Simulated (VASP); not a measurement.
A run of VASP 6.6.1 is set up as follows.

Contents of INCAR:

```
SYSTEM = InSb
ALGO     = Fast           ! electronic algorithm
EDIFF    = 1E-6           ! SCF threshold, eV
ENCUT    = 520            ! plane-wave cutoff, eV
GGA      = PS             ! functional
ISIF     = 2              ! what is computed and relaxed
ISMEAR   = 0              ! smearing method
LASPH    = .TRUE.         ! aspherical terms in the spheres
LCHARG   = .FALSE.        ! write CHGCAR
LREAL    = .FALSE.        ! projectors in reciprocal space
LWAVE    = .FALSE.        ! write WAVECAR
NBANDS   = 16             ! bands
NELM     = 80             ! most SCF steps
PREC     = Accurate       ! precision mode
SIGMA    = 0.03           ! smearing width, eV
```

Contents of KPOINTS:

```
k-points
0
G
  4 4 4
  0 0 0
```

Contents of POSCAR:

```
InSb                                    
1.0
    0.0000000000      3.2603245817      3.2603245817
    3.2603245817      0.0000000000      3.2603245817
    3.2603245817      3.2603245817      0.0000000000
  In              Sb            
     1     1
Direct
     0.0000000000000000    0.0000000000000000    0.0000000000000000
     0.2500000000000000    0.2500000000000000    0.2500000000000000
```

File KPOINTS_OPT:

```
explicit points
9
Reciprocal
 0.0000000000  0.0000000000  0.0000000000 1
 0.3750000000  0.3750000000  0.7500000000 1
 0.5000000000  0.5000000000  0.5000000000 1
 0.6250000000  0.2500000000  0.6250000000 1
 0.5000000000  0.2500000000  0.7500000000 1
 0.5000000000  0.0000000000  0.5000000000 1
 0.4000000000  0.0000000000  0.4000000000 1
 0.4250000000  0.0000000000  0.4250000000 1
 0.4500000000  0.0000000000  0.4500000000 1
```

Potentials or basis: VASP PAW PBE potentials, release 64 (In_d, Sb).

Command:

```sh
$ cat potpaw_PBE.64/In_d/POTCAR potpaw_PBE.64/Sb/POTCAR > POTCAR
$ mpirun -np 1 vasp_std > vasp.out
```

(1) Estimate the band gap along the path.

(2) Estimate the pressure.

Answers

(1) none (metal or under the smearing width).

(2) 0.5 GPa.

Caveat: the k mesh is coarse (spacing up to 0.42 Å⁻¹), so the values aren't converged; the PAW data sets were made with another functional, which shifts forces and pressure a little; spin-orbit coupling is left out, which moves the levels of the heavy elements; this crystal is a semiconductor, whose small gap the functional closes, so the metal is an error of the method.
